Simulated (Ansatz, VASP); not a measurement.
# Al64CN63 (C_N): VASP beside Ansatz

Aim: how closely do two programs agree when they are given the same cell, functional and k mesh? The cell is taken from a series of runs on this material, whose earlier steps may have relaxed, scaled, displaced or heated it; both programs get it as it stands.

Main program and level: Ansatz 0.2.0; plane waves, with VASP 6.6.1 beside it; single point at PBE0 form with 30 % exact exchange with an exact-exchange share of 0.3.

### Step 1. Starting point

The cell holds 128 atoms: 64 Al, 63 N and 1 C. Cell: a = 14.686 Å, b = 14.686 Å, c = 11.753 Å, α = 125.1°, β = 125.1°, γ = 94.5°. It derives from AlN (AlN (P6_3mc)). Nearest the centre at fractional (0.554, 0.637, 0.750): C128 at 0.04 Å, Al27 at 1.87 Å, Al61 at 1.90 Å, Al31 at 1.90 Å, Al54 at 1.90 Å, Al58 at 3.01 Å, N80 at 3.10 Å, N117 at 3.10 Å. The cell carries charge −1.

### Step 2. Ansatz: single point, PBE0 form with 30 % exact exchange with an exact-exchange share of 0.3

Ansatz runs on its PAW soft_1 files.

With cell and atoms fixed, the geometry can't cause a difference; cores, projectors, grids and the points listed under the comparison can.

input.yaml reads:

```yaml
crystal:
  checkpoint: "../qm1.relax.run"
  host: checkpoint
total_charge: -1
basis:
  ecutwfc: 420
  xc_grid: 2
hamiltonian:
  xc: { preset: pbe0, exx: 0.3 }
  pseudopotentials: { kind: paw, azcp: { folder: soft_1 } }
kpoints:
  mp_grid: { grid: [1, 1, 1] }
scf:
  occupations: { method: fixed }
  max_iter: 60
output:
  forces: true
  charged_corrections:
    epsilon: [4.5, 4.5, 4.73]
    static_epsilon: [8.2, 8.2, 9.74]
    defect_position: [0.553575, 0.636908, 0.75]
  eigenvalues: true
  eigenstates: { localisation: true }
checkpoint:
  read: "../qm1.relax.run"
  write: "../qm1.a30.run"
  compress: false
  write_wavefunctions: false
  write_every: 100000
```

Started as:

```sh
> ansatz run input.yaml --threads 32 --pin off --max-ram 84787MiB --backend cuda --events-out ev --progress --plain --runs-dir out --max-vram 78GiB
```

Numbers of over 12 decimals in the logs are rounded to 6 here.

The program printed:

```text
Warning: checkpoint.read: hamiltonian.xc differs: saved pbesol, current {"exchange":"pbe","correlation":"pbe","exx":{"coeff":0.3,"omega":null}}; the SCF iterates under this deck's functional from the saved state
crystal.checkpoint: the structure is that of <dir>, a `relax` run, at its step 9: its result, under pbesol at a charge of -1 e; 128 atoms read, 0 with a starting moment; this deck's functional is {"exchange":"pbe","correlation":"pbe","exx":{"coeff":0.3,"omega":null}}; crystal.structure_sha256 for this input is
Engine: ansatz 0.2.0, aarch64-unknown-linux-gnu
Pseudopotentials: kind: paw
Pseudopotential: Al, paw, valence charge 3, recommended cutoff 420 eV (normal), soft_1/Al.paw.azcp
Pseudopotential: N, paw, valence charge 5, recommended cutoff 420 eV (normal), soft_1/N.paw.azcp
Pseudopotential: C, paw, valence charge 4, recommended cutoff 420 eV (normal), soft_1/C.paw.azcp
Functional definition: unnamed
  parameter a_1 = 0.3
  exchange = (1 - a_1)*pbe_x + a_1*exact_x
  correlation = pbe_c
davidson cushion auto → on  (no smearing: the cushion is to keep the highest requested band from converging to the state above it; pin scf.eigensolver.cushion to override)
device memory: the entry about to start is reckoned to put 3.8 GiB on a device that reports 179.7 GiB free (of which the cap on the GPU budget leaves the run 78.0 GiB)
GPU FFT provider: cuFFT
GPU libraries: cuBLAS 13.8.1, cuFFT 12.4.0, cuSOLVER 12.3.2
GPU matrix products: emulated (plane waves: as basis.precision tells), large ones in fixed point in workspaces of 1.00 GiB
Crystal: 128 atoms, lattice volume = 1338.931 Å³
Basis set: ecut = 420 eV, 26161 PW (Γ), exchange–correlation on 200×200×160 points (8 copies of the dense FFT grid, shifted against one another)
Bands: 384, of which v1, the nominal top of the filled ones, is band 256 counted from 1 (255 counted from 0)
Symmetry: 1 space group operations
Space group: P1 (ITA 1), of the structure as read, at distance tolerance 1.1e-4 Å
k-points: 1
Non-local potential: Al, projectors of the file, l = 0: 2, l = 1: 2, l = 2: 1
Non-local potential: N, projectors of the file, l = 0: 2, l = 1: 2, l = 2: 1
Non-local potential: C, projectors of the file, l = 0: 2, l = 1: 2, l = 2: 1
PAW form: soft (Blöchl's): semilocal exchange-correlation on the pseudo side does not see the compensation charge
PAW frozen core: Al, regenerated for the run's functional, and the local potential with it (the file was generated under x = pbe(κ = 0.804, μ = 0.219515), c = pbe(β = 0.066725))
PAW frozen core: N, regenerated for the run's functional, and the local potential with it (the file was generated under x = pbe(κ = 0.804, μ = 0.219515), c = pbe(β = 0.066725))
PAW frozen core: C, regenerated for the run's functional, and the local potential with it (the file was generated under x = pbe(κ = 0.804, μ = 0.219515), c = pbe(β = 0.066725))
PAW one-centre angular grid: Al, 110 points (default); XC on 64 Gauss nodes
PAW one-centre angular grid: N, 110 points (default); XC on 64 Gauss nodes
PAW one-centre angular grid: C, 110 points (default); XC on 64 Gauss nodes
Initial density: read from a saved state, or passed on in memory by an earlier SCF of this step, an earlier step, the calling program or the single point that the run made first
Initial wavefunctions: pseudopotential atomic-orbital guess
GPU buffer pool allocated for 800000 grid points (all kernels)
GPU transforms: local potential and band sums: pruned to the plane-wave sphere, on 100×100×80
Functional: x = pbe(κ = 0.804, μ = 0.219515), c = pbe(β = 0.066725), warm-up for x = 0.7 pbe(κ = 0.804, μ = 0.219515) + 0.3 exact, c = pbe(β = 0.066725)
iter 1 solved again at ethr=3.62e-4 eV; its pass at ethr=1.00e-1 eV (dr2=1.85e0 eV) is discarded
SCF iter   1: F=—  HF=-59005.650873 eV  |Δ(HF+E_count)|=         —  Δρ=1.12e-2  dr2=1.78e0  Hψ=2842
preconditioner: auto → none  [insulator: Δε(μ)=3.481 eV  Ē_g=13.162 eV  n_scr=288 (ndim 8)  ℏωp=23.0 eV  f_vac=0.000]
SCF iter   2: F=—  HF=-59005.195989 eV  |Δ(HF+E_count)|=   4.55e-1  Δρ=4.61e-3  dr2=2.13e-1  Hψ=1139
iter 3 solved again at ethr=8.38e-7 eV; its pass at ethr=4.17e-5 eV (dr2=4.29e-3 eV) is discarded
SCF iter   3: F=—  HF=-59005.130447 eV  |Δ(HF+E_count)|=   6.55e-2  Δρ=8.05e-4  dr2=4.19e-3  Hψ=2112
SCF iter   4: F=—  HF=-59005.131365 eV  |Δ(HF+E_count)|=   9.17e-4  Δρ=4.05e-4  dr2=4.20e-3  Hψ=1071
SCF iter   5: F=-59005.130281 eV  HF=-59005.130299 eV  |Δ(HF+E_count)|=   1.07e-3  Δρ=6.36e-5  dr2=2.86e-5  Hψ=1008
SCF 1 stopped early in 5 iterations: F = -59005.130281 eV  dr2 = 2.86e-5
  greatest PAW one-centre occupation: 0.790 electrons in one spin orbital (limit 2), on the N atom at site 124 (counted from 0), in its partial waves of l = 0
device memory: the entry about to start is reckoned to put 5.9 GiB (of the 6.3 GiB reckoned in all, the device holds 0.4 GiB already) on a device that reports 179.3 GiB free (of which the cap on the GPU budget leaves the run 77.6 GiB)
GPU FFT provider: cuFFT
GPU libraries: cuBLAS 13.8.1, cuFFT 12.4.0, cuSOLVER 12.3.2
GPU matrix products: emulated (plane waves: as basis.precision tells), large ones in fixed point in workspaces of 1.00 GiB
Initial density: handed on by an earlier stage of this run
Initial wavefunctions: those handed on with the density
GPU buffer pool allocated for 800000 grid points (all kernels)
GPU transforms: local potential and band sums: pruned to the plane-wave sphere, on 100×100×80
Functional: x = 0.7 pbe(κ = 0.804, μ = 0.219515) + 0.3 exact, c = pbe(β = 0.066725)
Frozen-core exchange: fock
SCF iter   1: F=—  HF=-59059.762025 eV  |Δ(HF+E_count)|=         —  Δρ=6.86e-3  dr2=3.14e-1  Hψ=2826
preconditioner: auto → none  [insulator: Δε(μ)=5.771 eV  Ē_g=16.433 eV  n_scr=288 (ndim 8)  ℏωp=23.0 eV  f_vac=0.000]
SCF iter   2: F=—  HF=-59059.640459 eV  |Δ(HF+E_count)|=   1.22e-1  Δρ=2.92e-3  dr2=8.57e-2  Hψ=1775
SCF iter   3: F=—  HF=-59059.612536 eV  |Δ(HF+E_count)|=   2.79e-2  Δρ=3.10e-4  dr2=5.52e-2  Hψ=1754
SCF iter   4: F=—  HF=-59059.984079 eV  |Δ(HF+E_count)|=   3.72e-1  Δρ=8.39e-4  dr2=1.04e-2  Hψ=2052
SCF iter   5: F=—  HF=-59059.981355 eV  |Δ(HF+E_count)|=   2.72e-3  Δρ=1.36e-4  dr2=1.59e-3  Hψ=1439
SCF iter   6: F=—  HF=-59059.989923 eV  |Δ(HF+E_count)|=   8.57e-3  Δρ=1.73e-4  dr2=6.11e-4  Hψ=1679
SCF iter   7: F=-59059.989774 eV  HF=-59059.989778 eV  |Δ(HF+E_count)|=   1.44e-4  Δρ=1.96e-5  dr2=6.73e-5  Hψ=1279
SCF 2 stopped early in 7 iterations: F = -59059.989774 eV  dr2 = 6.73e-5
  Residual-converged pass: ⟨swp⟩=3.0  Hψ=973  notcnv=0  max |occ|·‖R‖ = 2.2e-6 eV (tolerance 6.7e-6 eV)  dr2=6.74e-5  dr2_onsite=4.64e-7  max |Δocc| = 0.0e0
hybrid outer 1: dexx = +4.166e-1 eV, tail = 2.93e-4 eV
GPU FFT provider: cuFFT
GPU libraries: cuBLAS 13.8.1, cuFFT 12.4.0, cuSOLVER 12.3.2
GPU matrix products: emulated (plane waves: as basis.precision tells), large ones in fixed point in workspaces of 1.00 GiB
GPU buffer pool allocated for 800000 grid points (all kernels)
GPU transforms: local potential and band sums: pruned to the plane-wave sphere, on 100×100×80
Frozen-core exchange: fock
SCF iter   1: F=—  HF=-59059.987746 eV  |Δ(HF+E_count)|=         —  Δρ=2.52e-5  dr2=5.05e-6  Hψ=945
preconditioner: auto → none  [insulator: Δε(μ)=5.807 eV  Ē_g=16.447 eV  n_scr=288 (ndim 8)  ℏωp=23.0 eV  f_vac=0.000]
SCF iter   2: F=—  HF=-59059.987751 eV  |Δ(HF+E_count)|=   5.13e-6  Δρ=1.19e-5  dr2=7.65e-7  Hψ=1417
SCF iter   3: F=—  HF=-59059.987751 eV  |Δ(HF+E_count)|=   2.17e-7  Δρ=5.83e-6  dr2=1.30e-7  Hψ=969
SCF iter   4: F=-59059.987751 eV  HF=-59059.987751 eV  |Δ(HF+E_count)|=   4.48e-7  Δρ=2.28e-6  dr2=8.98e-8  Hψ=1422
SCF 3 converged in 4 iterations: F = -59059.987751 eV  dr2 = 8.98e-8
  Residual-converged pass: ⟨swp⟩=2.0  Hψ=714  notcnv=0  max |occ|·‖R‖ = 1.5e-6 eV (tolerance 3.6e-6 eV)  dr2=9.01e-8  dr2_onsite=2.91e-9  max |Δocc| = 0.0e0
hybrid outer 2: dexx = +5.914e-6 eV, tail = 2.25e-7 eV, Δε = 1.11e-3 eV (about 3.65e-5 eV left of the loop's levels), ΔF = 2.15e-3 eV/Å (tail 6.73e-4)
the search or the solves at the SCF's close seem to have found levels that the self-consistency loop had missed (the run counts 2). By its estimate they hold under 1e-12 electrons; where the run keeps them, the occupations were computed again with them
hybrid SCF converged: 2 outer / 11 inner (+5 warm-up), last move |dexx| = 5.91e-6 eV, tail = 2.25e-7 eV
Stability not checked: this state was not tested for a lower state beside it, because the functional holds exact exchange (a hybrid, or Hartree-Fock), whose exchange loop this test does not read (fock_operator; see scf.lower_state_search)
Free energy (F): -59059.987752 eV
Frozen-core exchange: fock
Harris-Foulkes:  -59059.987752 eV  (|F-HF|=7.17e-8)
Internal energy: -59059.987752 eV  (E = F + TS)
E sigma→0 (E₀):  -59059.987752 eV
Fermi energy:    6.516112 eV
--- Per-component energies (eV) ---
  E_band       = -135.576925
  E_kinetic    = 10046.486094
  E_local      = -13371.702965  (includes V_loc(G=0)·N_el)
  E_nonlocal   = 2765.966083
  E_hartree    = 4973.516949
  E_xc         = -4632.526193
  E_vxc        = -5010.346456  (∫ρ·V_xc dr)
  E_exx        = -1629.808729  (= α·E_x^exact, valence–valence)
  E_paw        = -38364.165199  (= ΣΔE_a)
  E_vpaw       = -1253.428347  (= ΣTr[D̂ρ^β])
  E_aug_tail   = 0.054381  (compensation charges beyond the density's cutoff)
  E_ewald      = -18842.785290
  E_core_change = -5.022881  (= ΣΔE_core)
  E_smearing   = -0.000000  (= −TS)
  E_closure    = -0.000000  (closes the sum)
  E_deformation_potential = -17.153889  (in the stress; not in F)
  Σ components = -59059.987752   (vs F -59059.987752, Δ=-7.28e-12)
--- Forces (eV/Å), atoms counted from 1 ---
  atom   1  Al    -0.01095797     0.01275160    -0.01148863
  atom   2  Al    -0.01131384     0.01683853    -0.00865841
  atom   3  Al    -0.01772063     0.01133093    -0.01737880
  atom   4  Al    -0.01323173     0.01120657    -0.00967202
  atom   5  Al     0.01891547    -0.01418649    -0.01273903
  atom   6  Al     0.01326883     0.01577079    -0.02004511
  [... 122 more lines of this table ...]
  max |Σ_I F_I| component: 1.24e-4 eV/Å
--- Charged-cell corrections in eV (Makov–Payne, q = -1.000 e, ε = [4.500, 4.500, 4.730] of the electrons, [8.200, 8.200, 9.740] with the ions) ---
  F (periodic)     = -59059.987752  (uncorrected; the corrections below are reported, never added to it)
  E_corr1          = +0.411408  (monopole, q²α_M/2ε̄L, of the cell on which ε is isotropic)
  F Makov-Payne    = n/a  (the rows are of the electrons' constant alone; ansatz place-levels tells what screens the charge)
  no potential alignment in this run, which stands beside a crystal: run the host's input off ansatz write-host-input, and read the two finished runs by ansatz place-levels (neither reads a slab, a wire or a sheet, whose cell leaves a vacuum)
--- Band table (eV) ---
  k-point 0: bands = ["-11.4377", "-10.6475", "-10.6332", "-10.5039", "-10.4987", "-10.4716", "-10.4672", "-10.4391", "-10.4211", "-10.4209", "-10.3747", "-10.3433", "-10.1751", "-9.8208", "-9.8055",
```

Reading the cycles: dr2 is the Hartree energy of the density residual (eV), the measure of convergence; HF is the Harris–Foulkes estimate of the energy, which meets the free energy F at convergence.

### Step 3. VASP: single point, PBE0 form with 30 % exact exchange with an exact-exchange share of 0.3

The same cell, functional and mesh now go to VASP, with its own data sets.

Lines of VASP's logs that name or quote its potential files are left out, and so is its time.

The run reads the wave functions of an earlier VASP run, which isn't shown here.

INCAR reads:

```
SYSTEM = Al64CN63
PREC = Accurate
ENCUT = 520
EDIFF = 1E-06
NELM = 100
ISMEAR = 0
SIGMA = 0.01
LREAL = Auto
ALGO = Normal
LHFCALC = .TRUE.
AEXX = 0.3
GGA = PE
LASPH = .TRUE.
NELECT = 512
NBANDS = 345
PRECFOCK = Fast
LORBIT = 11
LWAVE = .FALSE.
LCHARG = .FALSE.
ISIF = 2
```

POSCAR reads:

```
Al64CN63
1.0
   -9.3408221251      5.3929260535      9.9673535922
    9.3408221251     -5.3929260535      9.9673535922
    3.1136073087      5.3929261684     -9.9673535922
Al N C
64 63 1
Direct
    0.2082700000      0.0422200000      0.0007200000
    0.2086800000      0.2929800000      0.2516300000
[... 3 atom lines left out ...]
    0.1658200000      0.3329600000      0.9991900000
[... 1 atom line left out ...]
    0.4168700000      0.3345700000      0.2525100000
[... 3 atom lines left out ...]
    0.4593800000      0.2935200000      0.5021300000
[... 1 atom line left out ...]
    0.1663600000      0.3333200000      0.5004400000
[... 1 atom line left out ...]
    0.4162100000      0.3330500000      0.7504000000
[... 2 atom lines left out ...]
    0.4578700000      0.5415800000      0.2495200000
    0.4593100000      0.7918900000      0.0003800000
[... 2 atom lines left out ...]
    0.4163300000      0.5832900000      0.0003700000
[... 1 atom line left out ...]
    0.2093300000      0.5419000000      0.5004100000
[... 1 atom line left out ...]
    0.4596200000      0.5432100000      0.7504000000
    0.4579900000      0.7919700000      0.4995800000
[... 2 atom lines left out ...]
    0.4165000000      0.5836400000      0.4994800000
    0.4172600000      0.8327300000      0.7503900000
    0.7087900000      0.0427800000      0.0012000000
[... 1 atom line left out ...]
    0.9587400000      0.0424500000      0.2512600000
[... 10 atom lines left out ...]
    0.6670700000      0.3334500000      0.5001300000
[... 2 atom lines left out ...]
    0.7076300000      0.5417700000      0.9986400000
    0.7074400000      0.7917500000      0.2491600000
[... 1 atom line left out ...]
    0.9591200000      0.7922900000      0.0007600000
[... 1 atom line left out ...]
    0.6674100000      0.8345400000      0.0013000000
    0.9173200000      0.5837000000      0.0006300000
    0.9147600000      0.8324600000      0.2482800000
    0.7087400000      0.5419100000      0.5000000000
    0.7047400000      0.7884400000      0.7503800000
[... 2 atom lines left out ...]
    0.6675000000      0.5839500000      0.7503900000
[... 6 atom lines left out ...]
    0.3006400000      0.3850800000      0.2451200000
[... 2 atom lines left out ...]
    0.2626800000      0.1795400000      0.2510800000
[... 8 atom lines left out ...]
    0.2595600000      0.4271000000      0.4988100000
[... 5 atom lines left out ...]
    0.0118400000      0.9286500000      0.2501000000
[... 4 atom lines left out ...]
    0.3010400000      0.6370900000      0.4969800000
[... 3 atom lines left out ...]
    0.2624800000      0.6790600000      0.7503900000
[... 6 atom lines left out ...]
    0.5121100000      0.4289300000      0.2506500000
[... 3 atom lines left out ...]
    0.5545900000      0.3854100000      0.4988800000
[... 3 atom lines left out ...]
    0.5111800000      0.4267600000      0.7503900000
[... 3 atom lines left out ...]
    0.5544400000      0.8905000000      0.0037900000
    0.8060900000      0.6369200000      0.0018900000
    0.8059100000      0.8903500000      0.2556600000
    0.5111500000      0.6786900000      0.0019900000
[... 1 atom line left out ...]
    0.7619900000      0.6788500000      0.2497000000
    0.7652300000      0.9337600000      0.0052200000
[... 3 atom lines left out ...]
    0.5104000000      0.6789300000      0.4955500000
    0.5123600000      0.9291300000      0.7503900000
    0.7655700000      0.6790800000      0.7503800000
[... 1 atom line left out ...]
    0.5554200000      0.6390800000      0.7503900000
```

KPOINTS reads:

```
Automatic mesh
0
Gamma
1 1 1
0 0 0
```

PAW data sets: Al, N and C (PBE family, release 64).

Started as:

```sh
> export OMP_NUM_THREADS=3
> mpirun -np 1 vasp_gam
```

The program printed:

```text
[banner, memory and clock lines left out]
running    1 mpi-ranks, on    1 nodes
[...]
Offloading initialized ...    1 GPUs detected
[...]
LDA part: xc-table for (Slater+PW92), standard interpolation
 found WAVECAR, reading the header
 POSCAR, INCAR and KPOINTS ok, starting setup
[...]
reading WAVECAR
 the WAVECAR file was read successfully
 initial charge from wavefunction
 entering main loop
       N       E                     dE             d eps       ncg     rms          rms(c)
DAV:   1    -0.121043286664E+04   -0.12104E+04   -0.44490E+01   876   0.103E+01    0.932E+01
DAV:   2    -0.121094242836E+04   -0.50956E+00   -0.11853E+00   892   0.195E+00    0.687E+01
DAV:   3    -0.121089800730E+04    0.44421E-01   -0.25703E-02   795   0.310E-01    0.429E+01
DAV:   4    -0.121087498505E+04    0.23022E-01   -0.10857E-02   787   0.155E-01    0.257E+01
[...]
DAV:  10    -0.121086508080E+04    0.21197E-04   -0.10580E-05   780   0.637E-03    0.982E-01
DAV:  11    -0.121086507679E+04    0.40113E-05   -0.31997E-06   579   0.374E-03    0.570E-01
DAV:  12    -0.121086507724E+04   -0.44434E-06   -0.14381E-06   428   0.265E-03
   1 F= -.12108651E+04 E0= -.12108651E+04  d E =-.390412E-63
```

Parts of OUTCAR (step 3):

```text
  FREE ENERGIE OF THE ION-ELECTRON SYSTEM (eV)
  ---------------------------------------------------
  free  energy   TOTEN  =     -1210.8650772371 eV

  energy  without entropy=    -1210.8650772371  energy(sigma->0) =    -1210.86507724
```

The run ends at a pressure of -1.31 GPa, with forces up to 0.080 eV/Å.

### Step 4. Differences

Known differences besides the potentials themselves: exact exchange at q = 0 is treated differently, which shows on coarse meshes; VASP keeps PBE cores, Ansatz makes them for the functional; fixed occupations in Ansatz, narrow Gaussian smearing in VASP; the cutoff is 420 eV in Ansatz and 520 eV in VASP (PREC = Accurate, projectors in real space); VASP takes a coarser grid for exact exchange (PRECFOCK = Fast). Total energies have different zeros and are not compared.

Compared:

```csv
quantity,Ansatz,VASP,difference
gap on the k mesh (eV),5.808,5.865,-0.057
```

Forces on 10 of the 128 atoms, those with the largest forces and the largest differences (eV/Å; atoms numbered as in POSCAR):

```csv
atom,"Ansatz x, y, z","VASP x, y, z"
Al27,"-0.018, 0.010, 0.015","-0.019, 0.010, 0.023"
Al58,"-0.019, 0.012, -0.011","-0.020, 0.012, -0.001"
Al61,"0.056, -0.033, -0.028","0.062, -0.036, -0.026"
N80,"0.036, -0.059, -0.008","0.037, -0.058, -0.011"
N106,"-0.073, 0.026, 0.011","-0.072, 0.027, 0.009"
N115,"-0.060, 0.051, 0.011","-0.061, 0.051, 0.008"
N117,"0.069, -0.002, -0.009","0.069, -0.005, -0.010"
N120,"0.053, -0.011, 0.034","0.052, -0.012, 0.028"
N123,"-0.037, 0.021, 0.056","-0.037, 0.021, 0.052"
C128,"-0.038, 0.022, 0.021","-0.038, 0.018, 0.012"
```

The forces differ by 2.2 meV/Å r.m.s., which is 10.0 % of the r.m.s. force of 0.022 eV/Å (both taken over all components). A gap on the mesh is an upper bound, since the band edges may lie between its points. The cell carries a charge of -1 e against a uniform background, so its pressure also hangs on how the neutralising background is counted, and in a defect's cell a gap may be the spacing between its levels.

### Step 5. Results

| Quantity | Value |
| --- | --- |
| difference in gap on the k mesh (single point, PBE0 form with 30 % exact exchange with an exact-exchange share of 0.3) | -0.057 eV |

**Reading.** The difference in gap on the k mesh is -0.057 eV (single point, PBE0 form with 30 % exact exchange with an exact-exchange share of 0.3), within the 0.08 eV picked in this series as the mark of a large difference. Such differences can come from data sets, numerical settings and the points named under the comparisons, not from the functional's error against experiment.

[Lines on the potential files, build, host, timing and source positions are cut from VASP's logs without a mark.]

[Logs are printed without paths, hosts, clocks, repeated set-up lines and the standing remarks that a program may print on its own settings, such as how far it seeks lower states.]

[Hosts, paths, dates, database ids (printed as entryN), source tags and the programs' standing remarks are cut or masked in the printed files.]
